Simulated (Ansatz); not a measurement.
## ScAl: levels along high-symmetry lines

```
Sc Al
1.0
     3.37035    0.00000    0.00000
     0.00000    3.37035    0.00000
     0.00000    0.00000    3.37035
Sc Al
1 1
Direct
  0.50000 0.50000 0.50000
  0.00000 0.00000 0.00000
```

Atoms are numbered in the order listed.

The cell is the one relaxed in the Materials Project (mp-331), not relaxed further here; entries there can be hypothetical.

Method: Ansatz 0.2.0, DFT, LDA, all-electron LAPW, scalar-relativistic.

The runs use a Γ-centred 10×10×10 k mesh, Fermi–Dirac smearing of 0.05 eV, basis error target 0.25 meV/atom, no spin polarisation.

Points in fractions of the reciprocal vectors of this cell: Γ (0, 0, 0), X (0, 0.5, 0), M (0.5, 0.5, 0), R (0.5, 0.5, 0.5). The path joins them by straight lines in the order Γ–X–M–Γ–R–X–R–M; legs that retrace an earlier one aren't tabulated. Energies are in eV from the Fermi level.

Question: Metal or insulator at this level of theory?

Answer: No gap opens: metallic or semimetallic.

Question: Tabulate bands 9 to 13, counted from the lowest band of the run, along the path.

Answer: 
| k (1/Å) | point | band 9 | band 10 | band 11 | band 12 | band 13 |
| --- | --- | --- | --- | --- | --- | --- |
| 0.00 | Γ | -8.42 | -0.69 | -0.69 | 2.63 | 2.63 |
| 0.23 |  | -8.20 | -0.92 | -0.58 | 2.06 | 2.06 |
| 0.47 |  | -7.56 | -1.90 | -0.29 | 1.36 | 1.36 |
| 0.70 |  | -6.56 | -3.40 | 0.06 | 0.89 | 0.89 |
| 0.93 | X | -5.66 | -4.51 | 0.22 | 0.72 | 0.72 |
| 1.17 |  | -5.55 | -4.28 | 0.29 | 0.31 | 0.82 |
| 1.40 |  | -5.28 | -3.61 | -0.59 | 0.32 | 1.06 |
| 1.63 |  | -4.92 | -2.63 | -1.43 | -0.14 | 1.34 |
| 1.86 | M | -4.73 | -1.80 | -1.80 | -0.84 | 1.47 |
| 2.19 |  | -5.30 | -2.34 | -1.67 | 0.24 | 1.38 |
| 2.52 |  | -6.78 | -1.50 | -1.32 | 0.76 | 1.42 |
| 2.85 |  | -7.99 | -0.89 | -0.69 | 1.50 | 1.92 |
| 3.18 | Γ | -8.42 | -0.69 | -0.69 | 2.63 | 2.63 |
| 3.59 |  | -7.77 | -0.80 | -0.80 | 1.13 | 1.91 |
| 3.99 |  | -6.08 | -1.28 | -1.28 | 0.06 | 1.24 |
| 4.39 |  | -4.06 | -2.15 | -2.15 | 0.83 | 1.83 |
| 4.80 | R | -2.54 | -2.54 | -2.54 | -0.57 | 2.96 |
| 5.13 |  | -3.63 | -2.43 | -2.22 | 0.99 | 1.57 |
| 5.46 |  | -4.78 | -2.96 | -1.31 | 0.92 | 1.16 |
| 5.79 |  | -5.45 | -4.06 | -0.04 | 0.39 | 0.92 |
| 6.12 | X | -5.66 | -4.51 | 0.22 | 0.72 | 0.72 |
| 7.43 | R | -2.54 | -2.54 | -2.54 | -0.57 | 2.96 |
| 7.67 |  | -3.17 | -2.45 | -2.45 | 0.38 | 1.77 |
| 7.90 |  | -4.00 | -2.20 | -2.20 | 0.41 | 2.11 |
| 8.13 |  | -4.55 | -1.93 | -1.93 | -0.52 | 1.66 |
| 8.37 | M | -4.73 | -1.80 | -1.80 | -0.84 | 1.47 |
